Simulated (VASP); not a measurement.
# LiH in VASP: one cell, several levels of theory

LiH in the rocksalt structure is computed at one geometry. Runs: PBE, r2SCAN, LDA, PBEsol, the dielectric response in PBE.

The runs shown are made with VASP 6.6.1. PAW datasets, plane waves. (Simulation; spin polarisation is off.)

### Step 1. The system as given

The cell comes from an earlier relaxation with r2SCAN in another program.

Space group Fm-3m (No. 225), cubic; conventional cell a = 4.006 Å, 8.04 Å³ an atom. Li has 6 H at 2.00 Å; H has 6 Li at 2.00 Å.

The structure in full:

```
CELL_PARAMETERS angstrom
0.00000 2.00299 2.00299
2.00299 0.00000 2.00299
2.00299 2.00299 0.00000
ATOMIC_POSITIONS crystal
Li 0.00000 0.00000 0.00000
H 0.50000 0.50000 0.50000
```

### Step 2. PBE at this geometry

INCAR

```
ENCUT = 520.000000
SIGMA = 0.020000
EDIFF = 1.00e-07
GGA = PE
PREC = Accurate
IBRION = -1
ISIF = 2
ISMEAR = -1
NBANDS = 9
NELM = 120
NSW = 0
LASPH = .TRUE.
LCHARG = .FALSE.
LWAVE = .FALSE.
LREAL = .FALSE.
```

KPOINTS

```
KPOINTS created by Atomic Simulation Environment
0
Gamma
10 10 10
0 0 0
```

KPOINTS_OPT

```
special points
6
Reciprocal
0.0000000000 0.0000000000 0.0000000000 1
0.5000000000 0.0000000000 0.5000000000 1
0.5000000000 0.2500000000 0.7500000000 1
0.3750000000 0.3750000000 0.7500000000 1
0.5000000000 0.5000000000 0.5000000000 1
0.6250000000 0.2500000000 0.6250000000 1
```

POSCAR

```
Li H
 1.0000000000000000
     0.0000000000000000    2.0029948450999999    2.0029948450999999
     2.0029948450999999    0.0000000000000000    2.0029948450999999
     2.0029948450999999    2.0029948450999999    0.0000000000000000
 Li  H
   1   1
Cartesian
  0.0000000000000000  0.0000000000000000  0.0000000000000000
  2.0029948450999999  2.0029948450999999  2.0029948450999999
```

The run uses the recommended PBE PAW datasets (4 valence electrons a neutral cell).

Launch:

```
$ mpirun -np 1 vasp_std
```

### Step 3. r2SCAN

INCAR

```
ENCUT = 520.000000
SIGMA = 0.010000
EDIFF = 1.00e-07
ALGO = Normal
METAGGA = R2SCAN
PREC = Accurate
IBRION = -1
ISIF = 2
ISMEAR = 0
NBANDS = 9
NELM = 120
NSW = 0
LASPH = .TRUE.
LCHARG = .FALSE.
LWAVE = .FALSE.
LREAL = .FALSE.
```

KPOINTS is that of step 2.

KPOINTS_OPT is that of step 2.

POSCAR is that of step 2.

### Step 4. LDA

INCAR: that of step 3 with these lines changed.

```diff
@@ -3,4 +3,3 @@
 EDIFF = 1.00e-07
-ALGO = Normal
-METAGGA = R2SCAN
+GGA = CA
 PREC = Accurate
```

KPOINTS is that of step 3.

KPOINTS_OPT is that of step 3.

POSCAR is that of step 3.

The run uses the recommended LDA PAW datasets (4 valence electrons a neutral cell).

### Step 5. PBEsol at this geometry

INCAR: that of step 4 with these lines changed.

```diff
@@ -3,3 +3,3 @@
 EDIFF = 1.00e-07
-GGA = CA
+GGA = PS
 PREC = Accurate
```

KPOINTS is that of step 4.

KPOINTS_OPT is that of step 4.

POSCAR is that of step 4.

Potentials: the recommended PBE PAW datasets, 4 valence electrons in the neutral cell.

### Step 6. Linear response to a field, PBE

INCAR

```
ENCUT = 520.000000
SIGMA = 0.010000
EDIFF = 1.00e-08
GGA = PE
PREC = Accurate
IBRION = -1
ISIF = 2
ISMEAR = 0
NBANDS = 9
NELM = 120
NSW = 0
LASPH = .TRUE.
LCHARG = .FALSE.
LEPSILON = .TRUE.
LWAVE = .FALSE.
LREAL = .FALSE.
```

KPOINTS

```
KPOINTS created by Atomic Simulation Environment
0
Gamma
16 16 16
0 0 0
```

POSCAR is that of step 5.

What does the calculation give? Wanted: for each run, gap; pressure.

The runs gave:

| level | gap (eV) | pressure (GPa) |
| --- | --- | --- |
| PBE | 2.98 | -0.22 |
| r2SCAN | 3.58 | -0.53 |
| LDA | 2.60 | -2.84 |
| PBEsol | 2.75 | -0.87 |

| quantity | VASP |
| --- | --- |
| ε∞, PBE | 4.39 |
| Born charge of Li (e) | +1.02 |
| Born charge of H (e) | -1.02 |

The gap spans 2.60 eV (LDA) to 3.58 eV (r2SCAN). At this one volume the pressure spans -2.8 GPa (LDA) to -0.2 GPa (PBE): PBE wants the largest cell and LDA the smallest. A mean ε∞ of 4.4 means a refractive index near 2.10 below the gap.
